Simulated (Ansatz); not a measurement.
# KBr: a single-point run

Aim: a sound single-point run of KBr. The structure is shown as the input types it.

Computed with Ansatz 0.2.0 (DFT, r2SCAN, PAW with Ansatz's default frozen-core files, scalar-relativistic, unless a step's input says otherwise).

### Step 1. The system as given

The structure is cubic, space group Pm-3m (No. 221). Conventional cell: a = 2.104 Å, b = 2.104 Å, c = 2.104 Å, α = 90.00°, β = 90.00°, γ = 90.00°. K (site symmetry m-3m) is surrounded by 8 Br at 1.82 Å. Around Br (site symmetry m-3m) lie 8 K at 1.82 Å.

Coordinates:

```cif
data_structure
_symmetry_space_group_name_H-M 'Pm-3m'
_symmetry_Int_Tables_number 221
_cell_length_a 2.1039
_cell_length_b 2.1039
_cell_length_c 2.1039
_cell_angle_alpha 90.000
_cell_angle_beta 90.000
_cell_angle_gamma 90.000
_cell_volume 9.31
loop_
_atom_site_label
_atom_site_type_symbol
_atom_site_symmetry_multiplicity
_atom_site_Wyckoff_symbol
_atom_site_fract_x
_atom_site_fract_y
_atom_site_fract_z
_atom_site_occupancy
K1 K 1 a 0.00000 0.00000 0.00000 1
Br1 Br 1 b 0.50000 0.50000 0.50000 1
```

### Step 2. The run

input.yaml reads:

```yaml
crystal:
  lattice:
    - [2.1038993, 0.0, 0.0]
    - [0.0, 2.1038993, 0.0]
    - [0.0, 0.0, 2.1038993]
  atoms:
    - { symbol: K, position: [0.0, 0.0, 0.0] }
    - { symbol: Br, position: [0.5, 0.5, 0.5] }
kpoints:
  mp_grid: { grid: [7, 7, 7] }
scf:
  occupations: { method: fermi_dirac, width: 0.02 }
  max_iter: 100
hamiltonian:
  xc: r2scan
  pseudopotentials: { kind: paw }
output:
  forces: true
  stress: true
  eigenvalues: true
  efg: { contact_densities: true }
  populations: true
```

Launch:

```
$ ansatz run input.yaml --threads 1 --pin off --max-ram 2048MiB --backend cpu --events-out ev --progress --plain --runs-dir out
```

What happens when this is run?

This run ends as converged. It gives a pressure of 2001 GPa, which is large; a structure far from rest gives such values too, whatever the setting.

A unit slip has squeezed all distances to about half. The shortest distance in the input is 1.82 Å, between atoms 1 (K) and 2 (Br).

The cure: give the lengths in the unit that the input reads.
